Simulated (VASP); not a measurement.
# BiTe (Fm-3m) in VASP: notebook, part 2 of 2

VASP 6.6.1. Earlier steps stand in the parts before.

## 3. Single point, PBE

This run uses another cell than the first one, of 30.47 Å³/atom, 0.900 times its volume.

Contents of INCAR:

```
  PREC = Accurate
  ENCUT = 520
  EDIFF = 1E-7
  ISMEAR = -1
  SIGMA = 0.1
  LREAL = False
  LASPH = True
  NELM = 100
  ALGO = Normal
  ISIF = 2
  LWAVE = False
  LCHARG = False
  GGA = PE
  NBANDS = 18
```

Contents of KPOINTS:

```
regular mesh
0
Gamma
  6 6 6
```

Contents of POSCAR:

```
BiTe
1.0
    0.0000000000      3.1233581592      3.1233581592
    3.1233581592      0.0000000000      3.1233581592
    3.1233581592      3.1233581592      0.0000000000
Bi Te
1 1
Direct
    0.0000000000      0.0000000000      0.0000000000
    0.5000000000      0.5000000000      0.5000000000
```

Potentials or basis: VASP PAW PBE potentials, release 64 (Bi_d, Te).

Started as:

```bash
> cat potpaw_PBE.64/Bi_d/POTCAR potpaw_PBE.64/Te/POTCAR > POTCAR
> mpirun -np 1 vasp_std > vasp.out
```

OUTCAR:

```text
PREC = Accurate
   ENCUT = 520
   EDIFF = 1E-7
   ISMEAR = -1
   LREAL = False
   LASPH = True
   NELM = 100
   ISIF = 2
   GGA = PE

 ion  position               nearest neighbor table
   1  0.000  0.000  0.000-   2 3.12   2 3.12   2 3.12   2 3.12   2 3.12   2 3.12
   2  0.500  0.500  0.500-   1 3.12   1 3.12   1 3.12   1 3.12   1 3.12   1 3.12

  LATTYP: Found a face centered cubic cell.
 ALAT       =     6.2467163184

  Lattice vectors:

 A1 = (   0.0000000000,   3.1233581592,   3.1233581592)
 A2 = (   3.1233581592,   0.0000000000,   3.1233581592)
 A3 = (   3.1233581592,   3.1233581592,   0.0000000000)

Analysis of symmetry for initial positions (statically):
=====================================================================
 Subroutine PRICEL returns:
 Original cell was already a primitive cell.

 Routine SETGRP: Setting up the symmetry group for a
 face centered cubic supercell.

 Subroutine GETGRP returns: Found 48 space group operations
 (whereof 48 operations were pure point group operations)
 out of a pool of 48 trial point group operations.
[... 151 lines left out ...]
  free energy    TOTEN  =        -7.02964484 eV

  energy without entropy =       -6.97599936  energy(sigma->0) =       -7.00282210

 E-fermi :   7.9363     XC(G=0):  -9.9107

 val. band max:        7.9057786819   @ k =  -0.3333   0.1667   0.0000
 cond. band min:       7.9525242764   @ k =   0.3333   0.0000   0.0000
 fundamental gap:      0.0467455945
 Fermi energy:         7.9363303599

 k-point     1 :       0.0000    0.0000    0.0000
  band No.  band energies     occupation
      1     -15.2059      2.00000
      2     -15.2059      2.00000
      3     -15.1961      2.00000
      4     -15.1961      2.00000
      5     -15.1961      2.00000
      6      -6.3103      2.00000
[... 313 lines left out ...]
      5     -15.1793      2.00000
      6      -3.8409      2.00000
[... 10 lines left out ...]
     17      18.5351      0.00000
     18      18.6077      0.00000

------------------------ aborting loop because EDIFF is reached ----------------------------------------

  FORCE on cell =-STRESS in cart. coord.  units (eV):
  Direction    XX          YY          ZZ          XY          YZ          ZX
  --------------------------------------------------------------------------------------
  -------------------------------------------------------------------------------------
  Total        2.8482457      2.8482457      2.8482457     -0.0000000     -0.0000000      0.0000000
  in kB       74.8846285     74.8846285     74.8846285     -0.0000000     -0.0000000      0.0000000
  external PRESSURE =      74.8846285 kB  Pullay stress =       0.0000000 kB

 VOLUME and BASIS-vectors are now :
 -----------------------------------------------------------------------------
  energy-cutoff  :      520.00
  volume of cell :       60.94
      direct lattice vectors                 reciprocal lattice vectors
     0.000000000  3.123358159  3.123358159    -0.160084106  0.160084106  0.160084106
     3.123358159  0.000000000  3.123358159     0.160084106 -0.160084106  0.160084106
     3.123358159  3.123358159  0.000000000     0.160084106  0.160084106 -0.160084106

 POSITION                                       TOTAL-FORCE (eV/Angst)
 -----------------------------------------------------------------------------------
      0.00000      0.00000      0.00000        -0.000000     -0.000000      0.000000
      3.12336      3.12336      3.12336         0.000000      0.000000     -0.000000
 -----------------------------------------------------------------------------------
    total drift:                               -0.000000      0.000000      0.000000

  FREE ENERGIE OF THE ION-ELECTRON SYSTEM (eV)
  ---------------------------------------------------
  free  energy   TOTEN  =        -7.0296448395 eV

  energy  without entropy=       -6.9759993635  energy(sigma->0) =       -7.00282210
```

OSZICAR:

```text
N       E                     dE             d eps       ncg     rms          rms(c)
DAV:   1     0.161394228082E+03    0.16139E+03   -0.10129E+04   578   0.116E+03
DAV:   2     0.519739197997E+01   -0.15620E+03   -0.15176E+03   616   0.317E+02
DAV:   3    -0.669887089691E+01   -0.11896E+02   -0.11731E+02   738   0.900E+01
DAV:   4    -0.703034077770E+01   -0.33147E+00   -0.32983E+00   702   0.158E+01
DAV:   5    -0.704148178282E+01   -0.11141E-01   -0.11138E-01   808   0.264E+00    0.745E+00
DAV:   6    -0.702717120338E+01    0.14311E-01   -0.44792E-02   780   0.143E+00    0.460E+00
DAV:   7    -0.703004425499E+01   -0.28731E-02   -0.21241E-02   676   0.794E-01    0.240E-01
DAV:   8    -0.702953248617E+01    0.51177E-03   -0.39255E-03   720   0.427E-01    0.146E-01
DAV:   9    -0.702964460220E+01   -0.11212E-03   -0.37302E-04   662   0.105E-01    0.673E-02
DAV:  10    -0.702964447173E+01    0.13047E-06   -0.85793E-06   796   0.185E-02    0.324E-02
DAV:  11    -0.702964384373E+01    0.62801E-06   -0.86725E-06   628   0.131E-02    0.281E-02
DAV:  12    -0.702964444221E+01   -0.59849E-06   -0.79830E-07   636   0.457E-03    0.962E-03
DAV:  13    -0.702964467191E+01   -0.22970E-06   -0.21994E-07   596   0.229E-03    0.157E-03
DAV:  14    -0.702964483560E+01   -0.16368E-06   -0.21682E-08   330   0.111E-03    0.469E-04
DAV:  15    -0.702964483953E+01   -0.39295E-08   -0.15932E-09   336   0.307E-04
   1 F= -.70296448E+01 E0= -.70028221E+01  d E =-.536455E-01
```

stdout:

```text
POSCAR found type information on POSCAR BiTe
 POSCAR found :  2 types and       2 ions
 scaLAPACK will be used
 LDA part: xc-table for (Slater+PW92), standard interpolation
 POSCAR, INCAR and KPOINTS ok, starting setup
 FFT: planning ... GRIDC
 FFT: planning ... GRID_SOFT
 FFT: planning ... GRID
 WAVECAR not read
 entering main loop
```

Wall time 16 s (1 thread of AMD EPYC 9R45 (Zen 5), shared host); peak memory 0.17 GiB.

Results:

```
Free energy            : -7.0296 eV
Pressure               : 7.5 GPa
Band gap on the k mesh : none (metal or under the smearing width)
```

Levels at points of the mesh, in eV from the Fermi level:
```tsv
k point	band 8	band 9	band 10	band 11	band 12	band 13
(0.00, 0.00, 0.00)	-2.78	-2.78	-2.78	2.44	2.44	2.44
(0.50, 0.00, 0.00)	-2.08	-2.08	-1.48	-0.79	-0.73	-0.73
(0.50, 0.50, 0.00)	-6.35	-4.47	-4.47	1.90	4.17	4.17
```

Caveat: spin-orbit coupling is left out, which moves the levels of the heavy elements.
